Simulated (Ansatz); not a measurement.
Runs of Ansatz 0.2.0 on Re. It takes space group P6_3/mmc (No. 194, hexagonal). The conventional cell has a = 2.766 Å, b = 2.766 Å, c = 8.939 Å, α = 90.00°, β = 90.00°, γ = 120.00°. Around Re (site symmetry -6m2) lie 12 Re at 2.75 to 2.77 Å. Re (site symmetry -3m) has 12 Re at 2.75 to 2.77 Å as nearest neighbours. 

```csv
task,level,spin,cell,k mesh,smearing,points for each segment of the path,gap on the mesh (eV),pressure (GPa),relaxed volume (Å³/atom)
band structure,LDA,off,as given,11 × 11 × 3,fermi-dirac 0.05 eV,14,none,(a),-
band structure,PBE,off,as given,11 × 11 × 3,fermi-dirac 0.05 eV,14,none,3.3,-
band structure,PBE,"SOC, no magnetisation",as given,8 × 8 × 3,fermi-dirac 0.05 eV,14,none,4.3,-
relaxation of cell and atoms,LDA,off,relaxed,11 × 11 × 3,fermi-dirac 0.05 eV,-,none,0.0,14.32
relaxation of cell and atoms,PBE,off,relaxed,11 × 11 × 3,fermi-dirac 0.05 eV,-,none,0.0,14.94
single point,PBE,off,as given,11 × 11 × 3,gaussian 0.011 eV,-,none,(b),-
```

Alike in all rows: potentials or basis Ansatz PAW; cutoff (eV) 420.

Question: Fill in the values left out.

Answer: (a) -12.5; (b) 3.4.

Caveats: spin-orbit coupling is left out, which moves the levels of the heavy elements (some runs); the PAW data sets come from PBE, with cores solved anew for the run's functional, which leaves a small shift of forces and pressure (some runs); the plane-wave basis is chosen anew once the cell has moved, so the energies of steps on either side of that aren't comparable (some runs).

A k mesh can miss the band edges, and rows without SOC leave out spin-orbit coupling on Re.

A gap of «none» marks a metal or a gap under the smearing width.
